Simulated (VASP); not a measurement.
Input of a VASP 6.6.1 run:

The input INCAR:

```
ALGO = Normal ; EDIFF = 1E-8
ENCUT = 520 ; ISIF = 2
ISMEAR = -1 ; LASPH = True
LCHARG = False ; LEFG = True
LREAL = False ; LWAVE = False
NBANDS = 12 ; NELM = 60
PREC = Accurate ; SIGMA = 0.08
```

KPOINTS

```
k-points
0
Gamma
  13 13 13
```

The input POSCAR:

```
Sc
1.0
    0.0232684620      2.3384804357      2.3384804357
    2.3384804357      0.0232684620      2.3384804357
    2.3384804357      2.3384804357      0.0232684620
Sc
1
Direct
    0.0000000000      0.0000000000      0.0000000000
```

Potentials or basis: VASP PAW LDA potentials, release 64 (Sc_sv).

Command:

```console
$ cat potpaw_LDA.64/Sc_sv/POTCAR > POTCAR
$ mpirun -np 1 vasp_std > vasp.out
```

Question: Predict the pressure.

Answer: -5.5 GPa.

Question: Predict the band gap on the k mesh.

Answer: None (metal or under the smearing width).

Stress tensor (GPa, compression positive):
```
-5.55 -0.29 -0.29
-0.29 -5.55 -0.29
-0.29 -0.29 -5.55
```
